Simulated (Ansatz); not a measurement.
**Si: a line through a two-coordinate scan**

How does the energy of Si (P6_3/mmc, No. 194; 4 atoms in the cell) vary with strain +e along x and -e along y, at engineering shear strain xy = −2.7 %?

Method: DFT LDA, scalar-relativistic, plane waves, PAW, in Ansatz 0.2.0.

## (1) Starting point

The structure is hexagonal, space group P6_3/mmc (No. 194). The conventional cell has a = 3.802 Å, b = 3.802 Å, c = 6.289 Å, α = 90.00°, β = 90.00°, γ = 120.00°. Si (site symmetry 3m) has 4 Si at 2.33 to 2.35 Å in its first shell of neighbours.

As a file:

```
CELL_PARAMETERS angstrom
3.80169 0.00000 0.00000
-1.90084 3.29236 0.00000
0.00000 0.00000 6.28869
ATOMIC_POSITIONS crystal
Si 0.33333 0.66667 0.06304
Si 0.66667 0.33333 0.56304
Si 0.33333 0.66667 0.43696
Si 0.66667 0.33333 0.93696
```

It goes back to an entry of the Materials Project, which need not be the stable form.

This cell was relaxed beforehand with the same method: volume 19.68 Å³/atom, gap on the mesh 0.27 eV.

## (2) Plan of the line

The energy is mapped over two homogeneous strains (x along [1 0 0], y along [1 2 0], z along [0 0 1] of the conventional cell).

- engineering shear strain xy: 7 values from −8.0 to 8.0 %
- strain +e along x and -e along y: 7 values from −7.00 to 7.00 %

Nothing else is relaxed (fractional coordinates fixed). Energies count from the relaxed crystal. Points are written as (first, second).

## (3) Grid point (−2.7 %, −7.00 %)

input.yaml reads:

```yaml
crystal:
  lattice:
    - [3.5355671602, -0.0507524963, 0.0]
    - [-1.8117365313, 3.5481970502, 0.0]
    - [0.0, 0.0, 6.2886938331]
  atoms:
    - { symbol: Si, position: [0.3333333333, 0.6666666667, 0.063036046] }
    - { symbol: Si, position: [0.6666666667, 0.3333333333, 0.563036046] }
    - { symbol: Si, position: [0.3333333333, 0.6666666667, 0.436963954] }
    - { symbol: Si, position: [0.6666666667, 0.3333333333, 0.936963954] }
basis:
  ecutwfc: 420
kpoints:
  mp_grid: { grid: [12, 12, 6] }
hamiltonian:
  xc: lda
  pseudopotentials: { kind: paw, azcp: { folder: soft_1 } }
scf:
  occupations: { method: gaussian, width: 0.03 }
output:
  forces: true
  stress: true
  eigenvalues: true
```

Command:

```sh
ansatz run input.yaml --threads 2 --pin off --max-ram 4096MiB --backend cpu --events-out ev --progress --plain --runs-dir out
```

What it wrote (excerpt; [...] marks lines left out):

```text
Warning: <dir> the record states the generating functional pbe (its physics header spells it `PBE`), which answers neither for hamiltonian.xc's functional nor for the lda family's — results may be inconsistent (PPs are generated against a specific XC)
Warning: RAYON_NUM_THREADS=2 ignored (pool sized by the plan → 2); use --threads N
[...]
Pseudopotentials: kind: paw
Pseudopotential: Si, paw, valence charge 4, recommended cutoff 420 eV (normal), <dir>
Functional definition: SPW92
[...]
Crystal: 4 atoms, lattice volume = 78.313 Å³
Basis set: ecut = 420 eV, 1531 PW (Γ)
Bands: 12, of which v1, the nominal top of the filled ones, is band 8 counted from 1 (7 counted from 0)
Symmetry: 4 space group operations
Space group: P21/m (ITA 11), of the structure as read, at distance tolerance 4.3e-5 Å
k-points: 296 of 864
[...]
SCF iter   1: F=—  HF=-2434.748330 eV  |F-HF|=—  |Δ(HF+E_count)|=         —  Δρ=4.86e-2  dr2=1.87e0  ethr=3.10e-3  ⟨swp⟩=7.9  Hψ=29733  notcnv=0
[...]
SCF iter   7: F=-2434.128342 eV  HF=-2434.128342 eV  |F-HF|=9.09e-13  |Δ(HF+E_count)|=   5.19e-9  Δρ=1.02e-6  dr2=4.86e-10  ethr=2.05e-10  ⟨swp⟩=2.2  Hψ=13173  notcnv=0
[...]
SCF converged after 7 iterations
Free energy (F): -2434.128342 eV
[...]
E sigma→0 (E₀):  -2434.128291 eV
Entropy (-TS):   -0.000103 eV (-0.026 meV/atom)
Fermi energy:    6.556632 eV
[...]
--- Forces (eV/Å), atoms counted from 1 ---
  atom   1  Si     0.35169380     0.99629203     0.16788347
  atom   2  Si    -0.35169380    -0.99629203     0.16788347
  atom   3  Si     0.35169380     0.99629203    -0.16788347
  atom   4  Si    -0.35169380    -0.99629203    -0.16788347
[...]
--- Stress (GPa, compression-positive) ---
       14.096212       2.378326       0.000000
        2.378326      -9.557544       0.000000
        0.000000       0.000000      -0.032344
  P = ⅓ Tr σ = 1.5021 GPa (15.021 kbar)
--- Band table (eV; the first three rows and the last of 296) ---
  k-point 0: bands = ["-5.8914", "-3.5653", "-0.8775", "4.5348", "5.4820", "6.1555", "6.2100", "6.5773", "6.9673", "8.6611", "8.7643", "8.8533"]
[...]
```

Run time: 16 s. Hardware: 2 threads of Arm Neoverse N1, shared host; peak memory 0.48 GiB.

Energy on the map's scale: 108 meV/atom.

## (4) Grid point (−2.7 %, −4.67 %)

input.yaml: that of step 3 with these lines changed.

```diff
@@ -2,4 +2,4 @@
   lattice:
-    - [3.5355671602, -0.0507524963, 0.0]
-    - [-1.8117365313, 3.5481970502, 0.0]
+    - [3.6241464235, -0.0507524963, 0.0]
+    - [-1.8560261629, 3.471485158, 0.0]
     - [0.0, 0.0, 6.2886938331]
```

Command:

```sh
ansatz run input.yaml --threads 2 --pin off --max-ram 4096MiB --backend cpu --events-out ev --progress --plain --runs-dir out
```

What it wrote (excerpt; [...] marks lines left out):

```text
[...]
SCF converged after 6 iterations
Free energy (F): -2434.358081 eV
[...]
E sigma→0 (E₀):  -2434.358052 eV
Entropy (-TS):   -0.000058 eV (-0.014 meV/atom)
Fermi energy:    6.512226 eV
[...]
--- Forces (eV/Å), atoms counted from 1 ---
  atom   1  Si     0.30683884     0.70336164     0.08288964
  atom   2  Si    -0.30683884    -0.70336164     0.08288964
  atom   3  Si     0.30683884     0.70336164    -0.08288964
  atom   4  Si    -0.30683884    -0.70336164    -0.08288964
[...]
--- Stress (GPa, compression-positive) ---
        9.142457       2.401054       0.000000
        2.401054      -6.981735       0.000000
        0.000000       0.000000       0.002125
  P = ⅓ Tr σ = 0.7209 GPa (7.209 kbar)
--- Band table (eV; the first three rows and the last of 296) ---
  k-point 0: bands = ["-5.8840", "-3.5510", "-0.8744", "4.6869", "5.2493", "6.1407", "6.3080", "6.7551", "6.9758", "8.4649", "8.7686", "9.1130"]
[...]
```

Wall time 14 s (2 threads of Arm Neoverse N1, shared host); peak memory 0.48 GiB.

Energy on the map's scale: 51 meV/atom.

## (5) Grid point (−2.7 %, −2.33 %)

input.yaml: that of step 4 with these lines changed.

```diff
@@ -2,4 +2,4 @@
   lattice:
-    - [3.6241464235, -0.0507524963, 0.0]
-    - [-1.8560261629, 3.471485158, 0.0]
+    - [3.7131058552, -0.0507524963, 0.0]
+    - [-1.9005058788, 3.3944440302, 0.0]
     - [0.0, 0.0, 6.2886938331]
@@ -23 +23,5 @@
   eigenvalues: true
+  write_density: true
+  write_potential: true
+  elf: true
+  volumetric_format: npy
```

Command:

```sh
ansatz run input.yaml --threads 2 --pin off --max-ram 4096MiB --backend cpu --events-out ev --progress --plain --runs-dir out
```

What it wrote:

```text
[... 28 lines left out ...]
SCF 1 converged in 6 iterations: F = -2434.498866 eV  dr2 = 1.59e-8
SCF converged after 6 iterations
Free energy (F): -2434.498866 eV
Harris-Foulkes:  -2434.498866 eV  (|F-HF|=4.52e-9)
Internal energy: -2434.498858 eV  (E = F + TS)
E sigma→0 (E₀):  -2434.498862 eV
Entropy (-TS):   -0.000008 eV (-0.002 meV/atom)
Fermi energy:    6.513990 eV
--- Per-component energies (eV) ---
  E_band       = 17.659442
  E_kinetic    = 163.939094
  E_local      = -100.886336  (includes V_loc(G=0)·N_el)
  E_nonlocal   = 95.811982
  E_hartree    = 29.975794
  E_xc         = -224.513895
  E_vxc        = -192.822432  (∫ρ·V_xc dr)
  E_paw        = -1940.083298  (= ΣΔE_a)
  E_vpaw       = -8.334879  (= ΣTr[D̂ρ^β])
  E_aug_tail   = 0.000144  (compensation charges beyond the density's cutoff)
  E_ewald      = -459.079665
  E_core_change = 0.337323  (= ΣΔE_core)
  E_smearing   = -0.000008  (= −TS)
  E_closure    = 0.000000  (closes the sum)
  Σ components = -2434.498866   (vs F -2434.498866, Δ=0.00e0)
--- Forces (eV/Å), atoms counted from 1 ---
  atom   1  Si     0.26138840     0.37294235     0.02667466
  atom   2  Si    -0.26138840    -0.37294235     0.02667466
  atom   3  Si     0.26138840     0.37294235    -0.02667466
  atom   4  Si    -0.26138840    -0.37294235    -0.02667466
  max |Σ_I F_I| component: 1.11e-16 eV/Å
--- Stress (GPa, compression-positive) ---
        4.476886       2.431972       0.000000
        2.431972      -3.775966       0.000000
        0.000000       0.000000       0.040211
  P = ⅓ Tr σ = 0.2470 GPa (2.470 kbar)
--- Band table (eV; the first three rows and the last of 296) ---
  k-point 0: bands = ["-5.8793", "-3.5420", "-0.8728", "4.8220", "5.0748", "6.1280", "6.3988", "6.6007", "7.3180", "8.2768", "8.7825", "8.8216"]
  k-point 1: bands = ["-5.7880", "-3.8767", "-0.3669", "4.8829", "5.1225", "5.2878", "6.2212", "6.4335", "7.4219", "8.4201", "8.9725", "9.0579"]
  k-point 2: bands = ["-5.5170", "-4.4986", "0.7636", "3.7139", "5.1101", "5.3553", "5.8375", "6.0649", "7.7053", "8.6677", "8.7646", "9.3380"]
  k-point 295: bands = ["-2.9221", "-2.9221", "-0.8789", "-0.8789", "3.9162", "3.9162", "4.0982", "4.0982", "7.3041", "7.3041", "8.0488", "8.0488"]
```

Run time: 19 s. Hardware: 2 threads of Arm Neoverse N1, shared host; peak memory 0.49 GiB.

Density in a lattice plane of the grid's cell (edges 3.71 and 6.29 Å, at 0.333 of the third edge), which holds Si.

Ten even steps from '0' (0.04 e/Å³) to '9' (0.54 e/Å³):
```
53234576322477
32112455423465
21001246666653
10000135899752
00000135899742
10000135899752
21001246666653
32112455423465
53234576322477
54334677534687
54334566655665
33223333333333
22221111111111
11111000000000
01111000000000
11111000000000
22221111111111
33223333333333
54334566655665
54334677534687
```
Columns run along the first of these edges and rows up along the second, over one cell in 14 and 20 even steps from the bottom left corner. Atoms in the plane (fractional): Si at (0.67, 0.56), Si at (0.67, 0.94).

ELF in the same plane.

Values, 12 rows by 8 columns:
```
0.68 0.43 0.51 0.74 0.52 0.39 0.34 0.64
0.37 0.14 0.19 0.48 0.69 0.76 0.74 0.63
0.24 0.05 0.08 0.41 0.83 0.95 0.93 0.72
0.37 0.14 0.19 0.48 0.69 0.76 0.74 0.63
0.68 0.43 0.51 0.74 0.52 0.39 0.34 0.64
0.81 0.59 0.67 0.86 0.73 0.32 0.42 0.82
0.68 0.49 0.55 0.72 0.69 0.49 0.55 0.72
0.35 0.37 0.36 0.33 0.26 0.21 0.22 0.29
0.22 0.37 0.32 0.16 0.06 0.04 0.04 0.09
0.35 0.37 0.36 0.33 0.26 0.21 0.22 0.29
0.68 0.49 0.55 0.72 0.69 0.49 0.55 0.72
0.81 0.59 0.67 0.86 0.73 0.32 0.42 0.82
```
Columns run along the first of these edges and rows up along the second, over one cell in 8 and 12 even steps from the bottom left corner. Atoms in the plane (fractional): Si at (0.67, 0.56), Si at (0.67, 0.94).

Both are smooth fields of the valence electrons: close to the nuclei they are not physical.

The highest ELF values outside the cores: 0.96 on the Si–Si line, 1.1 Å from Si.

That is 16 meV/atom from the zero.

## (6) The run at (−2.7 %, 0.00 %)

input.yaml: that of step 5 with these lines changed.

```diff
@@ -2,4 +2,4 @@
   lattice:
-    - [3.7131058552, -0.0507524963, 0.0]
-    - [-1.9005058788, 3.3944440302, 0.0]
+    - [3.8016851185, -0.0507524963, 0.0]
+    - [-1.9447955104, 3.317732138, 0.0]
     - [0.0, 0.0, 6.2886938331]
```

Command:

```sh
ansatz run input.yaml --threads 2 --pin off --max-ram 4096MiB --backend cpu --events-out ev --progress --plain --runs-dir out
```

What it wrote (excerpt; [...] marks lines left out):

```text
Warning: <dir> the record states the generating functional pbe (its physics header spells it `PBE`), which answers neither for hamiltonian.xc's functional nor for the lda family's — results may be inconsistent (PPs are generated against a specific XC)
Warning: RAYON_NUM_THREADS=2 ignored (pool sized by the plan → 2); use --threads N
[...]
[... 3 set-up lines as earlier in the session ...]
[...]
Crystal: 4 atoms, lattice volume = 78.698 Å³
Basis set: ecut = 420 eV, 1539 PW (Γ)
Bands: 12, of which v1, the nominal top of the filled ones, is band 8 counted from 1 (7 counted from 0)
[... 2 set-up lines as earlier in the session ...]
k-points: 296 of 864
[...]
SCF iter   1: F=—  HF=-2435.090919 eV  |F-HF|=—  |Δ(HF+E_count)|=         —  Δρ=4.72e-2  dr2=1.68e0  ethr=3.10e-3  ⟨swp⟩=7.6  Hψ=29196  notcnv=0
[...]
SCF iter   6: F=-2434.546525 eV  HF=-2434.546525 eV  |F-HF|=8.81e-10  |Δ(HF+E_count)|=   2.43e-7  Δρ=5.25e-6  dr2=1.20e-8  ethr=6.25e-10  ⟨swp⟩=10.8  Hψ=28413  notcnv=0
[...]
SCF converged after 6 iterations
Free energy (F): -2434.546525 eV
[...]
E sigma→0 (E₀):  -2434.546520 eV
Entropy (-TS):   -0.000011 eV (-0.003 meV/atom)
Fermi energy:    6.573137 eV
[...]
--- Forces (eV/Å), atoms counted from 1 ---
  atom   1  Si     0.22177147     0.01025313     0.00669125
  atom   2  Si    -0.22177147    -0.01025313     0.00669125
  atom   3  Si     0.22177147     0.01025313    -0.00669125
  atom   4  Si    -0.22177147    -0.01025313    -0.00669125
[...]
--- Stress (GPa, compression-positive) ---
        0.113380       2.395803       0.000000
        2.395803       0.080611       0.000000
        0.000000       0.000000       0.037679
  P = ⅓ Tr σ = 0.0772 GPa (0.772 kbar)
--- Band table (eV; the first three rows and the last of 296) ---
  k-point 0: bands = ["-5.8781", "-3.5394", "-0.8727", "4.8809", "5.0054", "6.1216", "6.4400", "6.5393", "7.4334", "8.3304", "8.6084", "8.7853"]
[...]
```

It took 19 s on 2 threads of Arm Neoverse N1, shared host; peak memory 0.49 GiB.

Density in a lattice plane of the grid's cell (edges 3.80 and 6.29 Å, at 0.333 of the third edge), which holds Si.

Ten even steps from ' ' (0.04 e/Å³) to '@' (0.54 e/Å³):
```
==--::----++##**==::::++##**
--::....::--++**==::--==**++
::..    ..::==**********++--
..        ..--++%%@@@@##==::
          ..::++%%@@@@##==::
..        ..--++%%@@@@##==::
::..    ..::==**********++--
--::....::--++**==::--==**++
==--::----++##**==::::++##**
++==----==**####++--==**%%##
++==----==++++****++++****++
----------------------------
::::::::::..................
............                
  ........                  
............                
::::::::::..................
----------------------------
++==----==++++****++++****++
++==----==**####++--==**%%##
```
Columns run along the first of these edges and rows up along the second, over one cell in 14 and 20 even steps from the bottom left corner. Atoms in the plane (fractional): Si at (0.67, 0.56), Si at (0.67, 0.94).

ELF in the same plane.

Ten even steps from '0' (0.04) to '9' (0.95):
```
86557886443478
64335665333356
42113466666665
21001368999875
20000368999975
21001368999875
42113466666665
64335665333356
86557886443478
87667887423588
86557887544688
65445666544566
44444433222333
23433210000011
23432100000001
23433210000011
44444433222333
65445666544566
86557887544688
87667887423588
```
Columns run along the first of these edges and rows up along the second, over one cell in 14 and 20 even steps from the bottom left corner. Atoms in the plane (fractional): Si at (0.67, 0.56), Si at (0.67, 0.94).

Both are smooth fields of the valence electrons: close to the nuclei they are not physical.

Outside the cores ELF peaks at 0.95 on the Si–Si line, 1.2 Å from Si.

Energy on the map's scale: 3.9 meV/atom.

## (7) The run at (−2.7 %, 2.33 %)

input.yaml: that of step 6 with these lines changed.

```diff
@@ -2,4 +2,4 @@
   lattice:
-    - [3.8016851185, -0.0507524963, 0.0]
-    - [-1.9447955104, 3.317732138, 0.0]
+    - [3.8902643818, -0.0507524963, 0.0]
+    - [-1.989085142, 3.2410202457, 0.0]
     - [0.0, 0.0, 6.2886938331]
@@ -23,5 +23 @@
   eigenvalues: true
-  write_density: true
-  write_potential: true
-  elf: true
-  volumetric_format: npy
```

Command:

```sh
ansatz run input.yaml --threads 2 --pin off --max-ram 4096MiB --backend cpu --events-out ev --progress --plain --runs-dir out
```

What it wrote (excerpt; [...] marks lines left out):

```text
[...]
SCF converged after 6 iterations
Free energy (F): -2434.498856 eV
[...]
E sigma→0 (E₀):  -2434.498852 eV
Entropy (-TS):   -0.000008 eV (-0.002 meV/atom)
Fermi energy:    6.513023 eV
[...]
--- Forces (eV/Å), atoms counted from 1 ---
  atom   1  Si     0.18998421    -0.41481472     0.02670780
  atom   2  Si    -0.18998421     0.41481472     0.02670780
  atom   3  Si     0.18998421    -0.41481472    -0.02670780
  atom   4  Si    -0.18998421     0.41481472    -0.02670780
[...]
--- Stress (GPa, compression-positive) ---
       -3.835490       2.330541       0.000000
        2.330541       4.536631       0.000000
        0.000000       0.000000       0.040312
  P = ⅓ Tr σ = 0.2472 GPa (2.472 kbar)
--- Band table (eV; the first three rows and the last of 296) ---
  k-point 0: bands = ["-5.8793", "-3.5420", "-0.8728", "4.8224", "5.0743", "6.1281", "6.3992", "6.6004", "7.3188", "8.2748", "8.7825", "8.8228"]
[...]
```

It took 15 s on 2 threads of Arm Neoverse N1, shared host; peak memory 0.48 GiB.

Energy on the map's scale: 16 meV/atom.

## (8) The run at (−2.7 %, 4.67 %)

input.yaml: that of step 7 with these lines changed.

```diff
@@ -2,4 +2,4 @@
   lattice:
-    - [3.8902643818, -0.0507524963, 0.0]
-    - [-1.989085142, 3.2410202457, 0.0]
+    - [3.9792238135, -0.0507524963, 0.0]
+    - [-2.0335648579, 3.1639791179, 0.0]
     - [0.0, 0.0, 6.2886938331]
```

Command:

```sh
ansatz run input.yaml --threads 2 --pin off --max-ram 4096MiB --backend cpu --events-out ev --progress --plain --runs-dir out
```

What it wrote (excerpt; [...] marks lines left out):

```text
[...]
SCF converged after 6 iterations
Free energy (F): -2434.353890 eV
[...]
E sigma→0 (E₀):  -2434.353807 eV
Entropy (-TS):   -0.000166 eV (-0.041 meV/atom)
Fermi energy:    6.396000 eV
[...]
--- Forces (eV/Å), atoms counted from 1 ---
  atom   1  Si     0.16904884    -0.93709379     0.09791022
  atom   2  Si    -0.16904884     0.93709379     0.09791022
  atom   3  Si     0.16904884    -0.93709379    -0.09791022
  atom   4  Si    -0.16904884     0.93709379    -0.09791022
[...]
--- Stress (GPa, compression-positive) ---
       -7.286180       2.229051       0.000000
        2.229051       9.524232       0.000000
        0.000000       0.000000       0.025515
  P = ⅓ Tr σ = 0.7545 GPa (7.545 kbar)
--- Band table (eV; the first three rows and the last of 296) ---
  k-point 0: bands = ["-5.8844", "-3.5517", "-0.8733", "4.7831", "5.1328", "6.1519", "6.3830", "6.6697", "7.1439", "8.0914", "8.7732", "9.3035"]
[...]
```

Run time: 14 s. Hardware: 2 threads of Arm Neoverse N1, shared host; peak memory 0.48 GiB.

On the map this point reads 52 meV/atom.

## (9) The run at (−2.7 %, 7.00 %)

input.yaml: that of step 8 with these lines changed.

```diff
@@ -2,4 +2,4 @@
   lattice:
-    - [3.9792238135, -0.0507524963, 0.0]
-    - [-2.0335648579, 3.1639791179, 0.0]
+    - [4.0678030768, -0.0507524963, 0.0]
+    - [-2.0778544895, 3.0872672257, 0.0]
     - [0.0, 0.0, 6.2886938331]
```

Command:

```sh
ansatz run input.yaml --threads 2 --pin off --max-ram 4096MiB --backend cpu --events-out ev --progress --plain --runs-dir out
```

What it wrote (excerpt; [...] marks lines left out):

```text
Warning: <dir> the record states the generating functional pbe (its physics header spells it `PBE`), which answers neither for hamiltonian.xc's functional nor for the lda family's — results may be inconsistent (PPs are generated against a specific XC)
Warning: RAYON_NUM_THREADS=2 ignored (pool sized by the plan → 2); use --threads N
[...]
[... 3 set-up lines as earlier in the session ...]
[...]
Crystal: 4 atoms, lattice volume = 78.313 Å³
Basis set: ecut = 420 eV, 1531 PW (Γ)
Bands: 12, of which v1, the nominal top of the filled ones, is band 8 counted from 1 (7 counted from 0)
[... 2 set-up lines as earlier in the session ...]
k-points: 296 of 864
[...]
SCF iter   1: F=—  HF=-2434.725574 eV  |F-HF|=—  |Δ(HF+E_count)|=         —  Δρ=4.86e-2  dr2=1.85e0  ethr=3.10e-3  ⟨swp⟩=7.8  Hψ=29699  notcnv=0
[...]
SCF iter   6: F=-2434.110009 eV  HF=-2434.110009 eV  |F-HF|=1.25e-8  |Δ(HF+E_count)|=   2.11e-7  Δρ=8.67e-6  dr2=4.86e-8  ethr=6.25e-10  ⟨swp⟩=7.0  Hψ=20325  notcnv=0
[...]
SCF converged after 6 iterations
Free energy (F): -2434.110009 eV
[...]
E sigma→0 (E₀):  -2434.109976 eV
Entropy (-TS):   -0.000066 eV (-0.016 meV/atom)
Fermi energy:    6.350480 eV
[...]
--- Forces (eV/Å), atoms counted from 1 ---
  atom   1  Si     0.15542545    -1.54512803     0.22633958
  atom   2  Si    -0.15542545     1.54512803     0.22633958
  atom   3  Si     0.15542545    -1.54512803    -0.22633958
  atom   4  Si    -0.15542545     1.54512803    -0.22633958
[...]
--- Stress (GPa, compression-positive) ---
      -10.315622       2.088883       0.000000
        2.088883      15.163911      -0.000000
        0.000000      -0.000000       0.166440
  P = ⅓ Tr σ = 1.6716 GPa (16.716 kbar)
--- Band table (eV; the first three rows and the last of 296) ---
  k-point 0: bands = ["-5.8911", "-3.5660", "-0.8717", "4.7814", "5.1641", "6.1969", "6.4065", "6.7339", "6.9731", "7.9264", "8.7592", "9.3036"]
[...]
```

Run time: 14 s. Hardware: 2 threads of Arm Neoverse N1, shared host; peak memory 0.48 GiB.

Energy on the map's scale: 113 meV/atom.

## (10) The line in numbers

| strain +e along x and -e along y (%) | step | energy (meV/atom) | slope (meV/atom per %) | pressure (GPa) | band gap on the k-mesh (eV) | largest force on an atom (eV/Å) |
| --- | --- | --- | --- | --- | --- | --- |
| −7.00 | 3 | 108 | −29 | 1.50 | 0.000 | 1.07 |
| −4.67 | 4 | 51 | −20 | 0.72 | 0.000 | 0.77 |
| −2.33 | 5 | 16 | −10 | 0.25 | 0.000 | 0.46 |
| 0.00 | 6 | 3.9 | 0 | 0.08 | 0.068 | 0.22 |
| 2.33 | 7 | 16 | 10 | 0.25 | 0.000 | 0.46 |
| 4.67 | 8 | 52 | 21 | 0.76 | 0.000 | 0.96 |
| 7.00 | 9 | 113 | 32 | 1.67 | 0.000 | 1.57 |

Energies count from the relaxed crystal. Slopes come from the forces (and the stress, where the cell changes), not from differences of energies.

**Reading.** The lowest point computed on the line is at 0.00 %, 3.9 meV/atom from the zero. A fit to energies and slopes at the lowest point and its two neighbours puts the minimum at 0.012 %, with a curvature of about 4.4 meV/atom per %². Divided by the reference volume, that is a stiffness of about 360 GPa for this pattern of strain, with the ions clamped. The highest point computed, at 7.00 %, lies 109 meV/atom above the lowest. The gap on the mesh reads zero on part of the line; semilocal functionals close small gaps early. This is one cut through a surface in two coordinates; the map's lowest point lies off it. The gap on the mesh closes on part of the grid.
